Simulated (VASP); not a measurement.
KCl:

```
CELL_PARAMETERS angstrom
0.00000 3.53372 3.53372
3.53372 0.00000 3.53372
3.53372 3.53372 0.00000
ATOMIC_POSITIONS crystal
K 0.00000 0.00000 0.00000
Cl 0.25000 0.25000 0.25000
```

The cell was built by a generator and needn't be a form met in nature.

* Program: VASP 6.6.1
* Task: relaxation of cell and atoms
* Functional: PBEsol
* Potentials or basis: VASP PAW PBE potentials, release 64 (K_sv, Cl)
* Cutoff: 600 eV
* k mesh: 6 × 6 × 6
* Occupations: fermi-dirac, width 0.02 eV
* Spin: no spin polarisation

At the start: pressure -0.5 GPa; volume 44.13 Å³/atom.

Task: How do energy, volume and symmetry change on relaxing?

Result: Over 4 steps the energy falls by 3.0 meV/atom and the volume is 42.21 Å³/atom (-4.3 %); space group F-43m (No. 216, to 0.05 Å).

Step by step:
| step | energy change (eV) | largest force (eV/Å) | pressure (GPa) | volume (Å³) |
| --- | --- | --- | --- | --- |
| 1 | 0.0000 | 0.0000 | -0.49 | 88.25 |
| 2 | -0.0041 | 0.0000 | -0.29 | 86.55 |
| 3 | -0.0061 | 0.0000 | 0.03 | 84.24 |
| 4 | -0.0061 | 0.0000 | 0.00 | 84.42 |

Final structure:
```yaml
crystal:
  lattice:
    - [0.00000, 3.48181, 3.48181]
    - [3.48181, 0.00000, 3.48181]
    - [3.48181, 3.48181, 0.00000]
  atoms:
    - { symbol: K, position: [0.00000, 0.00000, 0.00000] }
    - { symbol: Cl, position: [0.25000, 0.25000, 0.25000] }
```

Caveat: the PAW data sets were made with another functional, which shifts forces and pressure a little.
